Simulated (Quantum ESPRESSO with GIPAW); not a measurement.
**19F and 45Sc NMR of KRb2ScF6, calculated**

Wanted: NMR shieldings for each site of KRb2ScF6.

Method: DFT, PBEsol, plane-wave PAW (pslibrary 1.0.0 recipes), scalar-relativistic, GIPAW; a patched development version of the program, in Quantum ESPRESSO with GIPAW 8.0dev (patched build).

### 1. Starting point

Symmetry: Fm-3m, No. 225, cubic system. The conventional cell has a = 9.019 Å, b = 9.019 Å, c = 9.019 Å, α = 90.00°, β = 90.00°, γ = 90.00°. Rb has 12 F at 3.20 Å nearest. Nearest to Sc lie 6 F at 2.01 Å. Nearest to K lie 6 F at 2.50 Å. Nearest to F lie 1 Sc at 2.01 Å and 1 K at 2.50 Å and 4 Rb at 3.20 Å. Farther neighbours and most contacts between anions are not listed.

Coordinates:

```cif
data_structure
_symmetry_space_group_name_H-M 'P 1'
_symmetry_Int_Tables_number 1
_cell_length_a 6.3774
_cell_length_b 6.3774
_cell_length_c 6.3774
_cell_angle_alpha 60.000
_cell_angle_beta 60.000
_cell_angle_gamma 60.000
_cell_volume 183.41
loop_
_atom_site_label
_atom_site_type_symbol
_atom_site_fract_x
_atom_site_fract_y
_atom_site_fract_z
_atom_site_occupancy
Rb1 Rb 0.75000 0.75000 0.75000 1
Rb2 Rb 0.25000 0.25000 0.25000 1
Sc3 Sc 0.00000 0.00000 0.00000 1
K4 K 0.50000 0.50000 0.50000 1
F5 F 0.77720 0.77720 0.22280 1
F6 F 0.22280 0.22280 0.77720 1
F7 F 0.77720 0.22280 0.77720 1
F8 F 0.22280 0.77720 0.77720 1
F9 F 0.22280 0.77720 0.22280 1
F10 F 0.77720 0.22280 0.22280 1
```

The cell is an entry of the Crystallography Open Database; it need not be the form that is stable at ambient conditions.

This structure had its atoms relaxed beforehand (DFT, PBEsol, plane-wave PAW (pslibrary 1.0.0 recipes), Quantum ESPRESSO with GIPAW), starting from the database entry, since shieldings follow bond lengths closely.

### 2. Ground state

The shielding is a linear response of the occupied states, which this run provides. It is converged far beyond what an energy needs, since the response uses the wavefunctions themselves. No empty states are asked for: the response is solved without them. The mesh has a spacing of 0.41 Å⁻¹ at most. The PAW files were made with ld1.x from the pslibrary 1.0.0 recipes, with GIPAW reconstruction switched on (the recipe of F slightly mended, as the packaged one fails to give a sound file).

The input, scf.in:

```
&control
  calculation = 'scf'
  prefix = 'x'
  outdir = './tmp/'
  pseudo_dir = './'
/
&system
  ibrav = 0
  nat = 10
  ntyp = 4
  ecutwfc = 60
  ecutrho = 410
  nbnd = 40
/
&electrons
  conv_thr = 1.0d-10
  mixing_beta = 0.7
  electron_maxstep = 100
/
ATOMIC_SPECIES
  Rb 85.468 Rb.pbesol-spn-kjpaw_psl.1.0.0-gipaw.UPF
  Sc 44.956 Sc.pbesol-spn-kjpaw_psl.1.0.0-gipaw.UPF
  K 39.098 K.pbesol-spn-kjpaw_psl.1.0.0-gipaw.UPF
  F 18.998 F.pbesol-n-kjpaw_psl.1.0.0-gipaw.UPF
CELL_PARAMETERS angstrom
  0.00000000 4.50950000 4.50950000
  4.50950000 0.00000000 4.50950000
  4.50950000 4.50950000 0.00000000
ATOMIC_POSITIONS crystal
  Rb 0.75000000 0.75000000 0.75000000
  Rb 0.25000000 0.25000000 0.25000000
  Sc -0.00000000 0.00000000 0.00000000
  K 0.50000000 0.50000000 0.50000000
  F 0.77719789 0.77719789 0.22280211
  F 0.22280211 0.22280211 0.77719789
  F 0.77719789 0.22280211 0.77719789
  F 0.22280211 0.77719789 0.77719789
  F 0.22280211 0.77719789 0.22280211
  F 0.77719789 0.22280211 0.22280211
K_POINTS automatic
  3 3 3 0 0 0
```

Started as:

```bash
$ mpirun -np 4 pw.x -nk 4 -in scf.in > scf.out
```

The program printed:

```text
using ibrav=0 with symmetry is DISCOURAGED, use correct ibrav instead

     bravais-lattice index     =            0
     lattice parameter (alat)  =      12.0515  a.u.
     unit-cell volume          =    1237.6897 (a.u.)^3
     number of atoms/cell      =           10
     number of atomic types    =            4
     number of electrons       =        80.00
     number of Kohn-Sham states=           40
     kinetic-energy cutoff     =      60.0000  Ry
     charge density cutoff     =     410.0000  Ry
     scf convergence threshold =      1.0E-10
     mixing beta               =       0.7000
     number of iterations used =            8  plain     mixing
     Exchange-correlation= SLA-PW-PSX-PSC
                           (   1   4  10   8   0   0   0)
[...]
Rb                9.00    85.46800     Rb( 1.00)
     Sc               11.00    44.95600     Sc( 1.00)
     K                 9.00    39.09800     K ( 1.00)
     F                 7.00    18.99800     F ( 1.00)

     48 Sym. Ops., with inversion, found
[...]
number of k points=     4
[...]
Dense  grid:   173463 G-vectors     FFT dimensions: (  80,  80,  80)

     Smooth grid:    77935 G-vectors     FFT dimensions: (  60,  60,  60)

     Check: negative core charge=   -0.000004

     Initial potential from superposition of free atoms

     starting charge      79.9348, renormalised to      80.0000
     Starting wfcs are   58 randomized atomic wfcs

     Self-consistent Calculation

     iteration #  1     ecut=    60.00 Ry     beta= 0.70
     Davidson diagonalization with overlap
     ethr =  1.00E-02,  avg # of iterations =  1.0

     total energy              =   -1092.18556551 Ry
     estimated scf accuracy    <       1.38127047 Ry

     iteration #  2     ecut=    60.00 Ry     beta= 0.70
     Davidson diagonalization with overlap
     ethr =  1.73E-03,  avg # of iterations =  5.2

     total energy              =   -1092.50770047 Ry
     estimated scf accuracy    <       2.05781435 Ry

     iteration #  3     ecut=    60.00 Ry     beta= 0.70
     Davidson diagonalization with overlap
     ethr =  1.73E-03,  avg # of iterations =  6.2

     total energy              =   -1092.89225384 Ry
     estimated scf accuracy    <       0.00882423 Ry

[...]
total energy              =   -1092.90121322 Ry
[...]
iteration # 14     ecut=    60.00 Ry     beta= 0.70
     Davidson diagonalization with overlap
     ethr =  6.47E-12,  avg # of iterations =  5.5

     total energy              =   -1092.90121322 Ry
     estimated scf accuracy    <          6.3E-09 Ry

     iteration # 15     ecut=    60.00 Ry     beta= 0.70
     Davidson diagonalization with overlap
     ethr =  6.47E-12,  avg # of iterations =  6.0

     End of self-consistent calculation
     [one-electron energies left out]

!    total energy              =   -1092.90121322 Ry
     total all-electron energy =    -15843.472899 Ry
     estimated scf accuracy    <          5.8E-11 Ry

     The total energy is the sum of the following terms:
     one-electron contribution =    -271.53290843 Ry
     hartree contribution      =     177.24757413 Ry
     xc contribution           =    -123.94692471 Ry
     ewald contribution        =    -340.98827093 Ry
     one-center paw contrib.   =    -533.68068328 Ry

     convergence has been achieved in  15 iterations
[...]
JOB DONE.
```

It took 34 s on 4 MPI ranks of Arm Neoverse V2, shared host; peak memory 1.2 GiB; 2.3 min of CPU time.

It converged in 15 cycles to an estimated accuracy of 6e-11 Ry, on 4 irreducible k-points.

### 3. Shieldings

The job finds the current that a weak uniform field induces (applied as a long wave, q_gipaw) and the field that this current makes at each nucleus. On atoms with p or d valence electrons much of the paramagnetic part arises close to the nucleus, where the PAW partial waves rebuild the true states. pawproj makes the reconstruction use the PAW data sets' own projectors.

The input, nmr.in:

```
&inputgipaw
  job = 'nmr'
  prefix = 'x'
  tmp_dir = './tmp/'
  restart_mode = 'from_scratch'
  verbosity = 'low'
  q_gipaw = 0.01
  spline_ps = .true.
  conv_threshold = 1.0d-11
  use_nmr_macroscopic_shape = .false.
  pawproj(1) = .true.
  pawproj(2) = .true.
  pawproj(3) = .true.
  pawproj(4) = .true.
/
```

Started as:

```bash
$ mpirun -np 4 gipaw.x -in nmr.in > nmr.out
```

The program printed:

```text
[banner, memory and clock lines left out]
[a note of our patched build left out]

     Parallelizing q-star over 1 images

     IMPORTANT: XC functional enforced from input :
     Exchange-correlation= PBESOL
                           (   1   4  10   8   0   0   0)
     Any further DFT definition will be discarded
     Please, verify this is what you really want

     Check: negative core charge=   -0.000004
[...]
projs nearly linearly dependent: l=0  n1,n2= 1, 2  s=  0.99580793
[...]
projs nearly linearly dependent: l=0  n1,n2= 1, 2  s=  0.99583929
[...]
alpha_pv=     90.4100 eV

     spline_ps is .false., expect some extrapolation errors

     q-space interpolation up to    72.00 Rydberg

     GIPAW job: nmr
     NMR macroscopic correction: no
[...]
Computing the magnetic susceptibility     isolve=0    ethr=  0.1000E-10
     Starting from scratch
     k-point #    1 of     4      pool #  1    cpu time:       2.0
[...]
End of magnetic susceptibility calculation

     f-sum rule (1st term):
           -75.5775         -0.0000         -0.0000
            -0.0000        -75.5775         -0.0000
            -0.0000         -0.0000        -75.5775

     f-sum rule (2nd term):
            -2.7127         -0.0000         -0.0000
            -0.0000         -2.7127         -0.0000
            -0.0000         -0.0000         -2.7127

     f-sum rule (should be   -78.2727):
           -78.2902         -0.0000         -0.0000
            -0.0000        -78.2902         -0.0000
            -0.0000         -0.0000        -78.2902

[... susceptibilities left out ...]
     Contributions to the NMR chemical shifts: -------------------------------

     Macroscopic shape contribution in ppm:                    0.00
             0.0000          0.0000          0.0000
             0.0000          0.0000          0.0000
             0.0000          0.0000          0.0000

     Core contribution in ppm:

     Atom  1  Rb  pos: (  1.060660  1.060660  1.060660)  core sigma:        3326.77
     Atom  2  Rb  pos: (  0.353553  0.353553  0.353553)  core sigma:        3326.77
     Atom  3  Sc  pos: (  0.000000  0.000000  0.000000)  core sigma:        1336.06
     Atom  4  K   pos: (  0.707107  0.707107  0.707107)  core sigma:        1192.38
     Atom  5  F   pos: (  0.707107  0.707107  1.099124)  core sigma:         305.83
     Atom  6  F   pos: (  0.707107  0.707107  0.315090)  core sigma:         305.83
     Atom  7  F   pos: (  0.707107  1.099124  0.707107)  core sigma:         305.83
     Atom  8  F   pos: (  1.099124  0.707107  0.707107)  core sigma:         305.83
     Atom  9  F   pos: (  0.707107  0.315090  0.707107)  core sigma:         305.83
     Atom 10  F   pos: (  0.315090  0.707107  0.707107)  core sigma:         305.83

     Bare contribution in ppm:

     Atom  1  Rb  pos: (  1.060660  1.060660  1.060660)  bare sigma:         114.21
[...]
Atom  2  Rb  pos: (  0.353553  0.353553  0.353553)  bare sigma:         114.21
[...]
Atom  3  Sc  pos: (  0.000000  0.000000  0.000000)  bare sigma:           5.01
[...]
Atom  4  K   pos: (  0.707107  0.707107  0.707107)  bare sigma:         116.85
[...]
Atom  5  F   pos: (  0.707107  0.707107  1.099124)  bare sigma:          65.74
[...]
Atom  6  F   pos: (  0.707107  0.707107  0.315090)  bare sigma:          65.74
[...]
Atom  7  F   pos: (  0.707107  1.099124  0.707107)  bare sigma:          65.74
[...]
Atom  8  F   pos: (  1.099124  0.707107  0.707107)  bare sigma:          65.74
[...]
Atom  9  F   pos: (  0.707107  0.315090  0.707107)  bare sigma:          65.74
[...]
Atom 10  F   pos: (  0.315090  0.707107  0.707107)  bare sigma:          65.74
[...]
Diamagnetic contribution in ppm:

     Atom  1  Rb  pos: (  1.060660  1.060660  1.060660)  dia sigma:         -15.97
[...]
Atom  2  Rb  pos: (  0.353553  0.353553  0.353553)  dia sigma:         -15.97
[...]
Atom  3  Sc  pos: (  0.000000  0.000000  0.000000)  dia sigma:          -9.52
[...]
Atom  4  K   pos: (  0.707107  0.707107  0.707107)  dia sigma:          -3.51
[...]
Atom  5  F   pos: (  0.707107  0.707107  1.099124)  dia sigma:          43.05
[...]
Atom  6  F   pos: (  0.707107  0.707107  0.315090)  dia sigma:          43.05
[...]
Atom  7  F   pos: (  0.707107  1.099124  0.707107)  dia sigma:          43.05
[...]
Atom  8  F   pos: (  1.099124  0.707107  0.707107)  dia sigma:          43.05
[...]
Atom  9  F   pos: (  0.707107  0.315090  0.707107)  dia sigma:          43.05
[...]
Atom 10  F   pos: (  0.315090  0.707107  0.707107)  dia sigma:          43.05
[...]
Paramagnetic contribution in ppm:

     Atom  1  Rb  pos: (  1.060660  1.060660  1.060660)  para sigma:        -916.41
[...]
Atom  2  Rb  pos: (  0.353553  0.353553  0.353553)  para sigma:        -916.41
[...]
Atom  3  Sc  pos: (  0.000000  0.000000  0.000000)  para sigma:        -191.66
[...]
Atom  4  K   pos: (  0.707107  0.707107  0.707107)  para sigma:        -245.69
[...]
Atom  5  F   pos: (  0.707107  0.707107  1.099124)  para sigma:          69.45
[...]
Atom  6  F   pos: (  0.707107  0.707107  0.315090)  para sigma:          69.45
[...]
Atom  7  F   pos: (  0.707107  1.099124  0.707107)  para sigma:          69.45
[...]
Atom  8  F   pos: (  1.099124  0.707107  0.707107)  para sigma:          69.45
[...]
Atom  9  F   pos: (  0.707107  0.315090  0.707107)  para sigma:          69.45
[...]
Atom 10  F   pos: (  0.315090  0.707107  0.707107)  para sigma:          69.45
[...]
Paramagnetic US occ-occ contribution in ppm:

     Atom  1  Rb  pos: (  1.060660  1.060660  1.060660)  para_oo sigma:          -1.54
[...]
Atom  2  Rb  pos: (  0.353553  0.353553  0.353553)  para_oo sigma:          -1.54
[...]
Atom  3  Sc  pos: (  0.000000  0.000000  0.000000)  para_oo sigma:          -7.13
[...]
Atom  4  K   pos: (  0.707107  0.707107  0.707107)  para_oo sigma:          -2.84
[...]
Atom  5  F   pos: (  0.707107  0.707107  1.099124)  para_oo sigma:           2.59
[...]
Atom  6  F   pos: (  0.707107  0.707107  0.315090)  para_oo sigma:           2.59
[...]
Atom  7  F   pos: (  0.707107  1.099124  0.707107)  para_oo sigma:           2.59
[...]
Atom  8  F   pos: (  1.099124  0.707107  0.707107)  para_oo sigma:           2.59
[...]
Atom  9  F   pos: (  0.707107  0.315090  0.707107)  para_oo sigma:           2.59
[...]
Atom 10  F   pos: (  0.315090  0.707107  0.707107)  para_oo sigma:           2.59
[...]
Paramagnetic US L_R Q_R contribution in ppm:

     Atom  1  Rb  pos: (  1.060660  1.060660  1.060660)  para_lq sigma:         722.33
[...]
Atom  2  Rb  pos: (  0.353553  0.353553  0.353553)  para_lq sigma:         722.33
[...]
Atom  3  Sc  pos: (  0.000000  0.000000  0.000000)  para_lq sigma:        -388.86
[...]
Atom  4  K   pos: (  0.707107  0.707107  0.707107)  para_lq sigma:          99.48
[...]
Atom  5  F   pos: (  0.707107  0.707107  1.099124)  para_lq sigma:        -321.66
[...]
Atom  6  F   pos: (  0.707107  0.707107  0.315090)  para_lq sigma:        -321.66
[...]
Atom  7  F   pos: (  0.707107  1.099124  0.707107)  para_lq sigma:        -321.66
[...]
Atom  8  F   pos: (  1.099124  0.707107  0.707107)  para_lq sigma:        -321.66
[...]
Atom  9  F   pos: (  0.707107  0.315090  0.707107)  para_lq sigma:        -321.66
[...]
Atom 10  F   pos: (  0.315090  0.707107  0.707107)  para_lq sigma:        -321.66
[...]
Total NMR chemical shifts in ppm: ---------------------------------------
     (adopting the Simpson convention for anisotropy and asymmetry)-----------

     Atom  1  Rb  pos: (  1.060660  1.060660  1.060660)  Total sigma:        3229.40
          3229.3960         -0.0000         -0.0000
            -0.0000       3229.3960          0.0000
            -0.0000          0.0000       3229.3960

     Rb      1    anisotropy:      0.00    eta:    0.0000
[...]
Atom  2  Rb  pos: (  0.353553  0.353553  0.353553)  Total sigma:        3229.40
[... its tensor is left out ...]
     Atom  3  Sc  pos: (  0.000000  0.000000  0.000000)  Total sigma:         743.90
           743.8981          0.0000         -0.0000
             0.0000        743.8981          0.0000
             0.0000          0.0000        743.8981

     Sc      3    anisotropy:      0.00    eta:    0.0000
[...]
Atom  4  K   pos: (  0.707107  0.707107  0.707107)  Total sigma:        1156.67
          1156.6663          0.0000          0.0000
             0.0000       1156.6663          0.0000
            -0.0000          0.0000       1156.6663

     K       4    anisotropy:      0.00    eta:    0.0000
[...]
Atom  5  F   pos: (  0.707107  0.707107  1.099124)  Total sigma:         165.00
            76.9442          0.0000          0.0000
            -0.0000         76.9442          0.0000
            -0.0000          0.0000        341.1011

     F       5    anisotropy:    264.16    eta:    0.0000
[...]
Atom  6  F   pos: (  0.707107  0.707107  0.315090)  Total sigma:         165.00
[... its tensor is left out ...]
     Atom  7  F   pos: (  0.707107  1.099124  0.707107)  Total sigma:         165.00
[... its tensor is left out ...]
     Atom  8  F   pos: (  1.099124  0.707107  0.707107)  Total sigma:         165.00
[... its tensor is left out ...]
     Atom  9  F   pos: (  0.707107  0.315090  0.707107)  Total sigma:         165.00
[... its tensor is left out ...]
     Atom 10  F   pos: (  0.315090  0.707107  0.707107)  Total sigma:         165.00
[... its tensor is left out ...]
```

The job ended after 3.7 min (4 MPI ranks; peak memory 0.78 GiB; 15 min of CPU time).

The f-sum rule is met to 0.017 of 78.3 (0.02 %). Converged shieldings require that this miss be small, but a small miss does not prove them.

From the symmetric part of each tensor, with principal values σ11 ≤ σ22 ≤ σ33: σ_iso is their mean, the span is σ33 − σ11 and the skew 3(σ_iso − σ22)/span. (gipaw.x prints an anisotropy in another convention.)

```csv
site,atom no.,atoms in cell,σ_iso (ppm),span (ppm),skew
Rb,1,2,3229,0,-
Sc,3,1,744,0,-
K,4,1,1156.7,0.0,-
F,5,6,165.0,264.2,1.00
```

The macroscopic shape term is switched off. For a spherical sample the valence susceptibility of this run would add about 7 ppm to every site, a rough estimate, since the susceptibility converges slowly and lacks part of the PAW terms. Differences within the crystal don't depend on it, but shieldings of different compounds can't be compared to better than a few ppm without it.

Rb, Sc and K sit on cubic site symmetry, where the tensor must be isotropic. An axis of order three or more runs through F, so two principal values coincide and the skew is ±1. In this run the largest span is that of F (site symmetry 4mm), with principal values 76.9, 76.9 and 341.1 ppm.

How the isotropic values are made up (ppm). The core part is that of the free atom's core; bare is the current of the smooth valence states; the last two are what the PAW spheres add to the diamagnetic and the paramagnetic current:

```csv
site,core,bare,"reconstruction, dia","reconstruction, para"
Rb,3326.8,114.2,-16.0,-195.6
Sc,1336.1,5.0,-9.5,-587.7
K,1192.4,116.8,-3.5,-149.1
F,305.8,65.7,43.0,-249.6
```

### 4. From shieldings to shifts

Covalently bonded atoms count as neighbours within 1.18 times the sum of their radii. Otherwise a cation's neighbours lie within 1.2 times its shortest bond (1.3 for large cations, each anion's radius taken off where they differ), and an anion's are the cations that count it.

```csv
site,atom no.,atoms in cell,surroundings,bonds (Å),σ_iso (ppm)
Rb,1,2,RbF12,3.198,3229
Sc,3,1,ScF6,2.009,744
K,4,1,KF6,2.500,1156.7
F,5,6,bound to ScKRb4,2.01 to 3.20,165.0
```

Simulated spectrum: 19F MAS at 60 kHz, 20 T (801.6 MHz), lines broadened by 2 ppm; the axis counts ppm from the isotropic position of F, as −Δσ; rigid lattice, with dipolar and J couplings left out. Its lines over 1.5 % of the strongest:

```csv
offset (ppm),area
149.7,0.07
74.9,0.64
0.0,1.00
-74.9,0.30
-149.7,0.19
-224.6,0.03
```

Spinning sidebands lie 74.9 ppm apart.

### 5. Cost against result

Each row names what was changed: another mesh tests the sampling of the zone; another functional shows how far the paramagnetic term hangs on the exchange-correlation form.

Changes of σ_iso (ppm) against the run above (PBEsol, cutoffs 60 and 410 Ry, mesh 3×3×3, 17 min). Times are CPU times of pw.x and gipaw.x together, on 4 MPI ranks of Arm Neoverse V2, shared host; on a shared host they are rough.

```csv
run,CPU time,f-sum miss,Rb,Sc,K,F
mesh 4×4×4,32 min,0.016,+0.2,+0.0,+0.1,+0.1
LDA,17 min,0.017,-21.4,-21.8,-15.1,-13.5
```

The largest move is -21.8 ppm, on Sc, from LDA.

### 6. Outcome

```yaml
19f_shielding_without_shape_term: 165.0 ppm
45sc_shielding_without_shape_term: 744 ppm
39k_shielding_without_shape_term: 1156.7 ppm
87rb_shielding_without_shape_term: 3229 ppm
```

**Reading.** 19F has one site (bound to ScKRb4), with isotropic shielding 165.0 ppm (shape term left out). A shift needs a reference, δ = σ_ref − σ, fixed on measured compounds; for 19F of this kind at this level too few were at hand, or they scattered too widely about a line, so none is given. Going to mesh 4×4×4 changes no isotropic shielding by more than 0.23 ppm, so the main run is converged in that respect. A higher cutoff was not carried through on these files. The largest change with the functional is 21.8 ppm in absolute shielding; part of that drops out once each functional has its own reference line. Semilocal functionals place the empty 3d states of Sc too low, which is known to deshield neighbouring F too much. The scalar-relativistic files are used with non-relativistic response operators, which weighs most on the heavy atoms' own shieldings. This build of gipaw.x prints that it is not audited and that its numbers are no references by themselves. It also reports spline_ps as false although the input sets it; why was not traced.

[Banner, clock, file and message-heading lines were taken out of the pw.x and gipaw.x logs.]

[Logs are printed without paths, hosts, clocks, repeated set-up lines and the standing remarks that a program may print on its own settings, such as how far it seeks lower states.]

[Hosts, paths, dates, database ids (printed as entryN), source tags and the programs' standing remarks are cut or masked in the printed files.]

[Where no reference line passes its bar on scatter, no shift is given, so a measured shift of this compound may stand uncompared.]
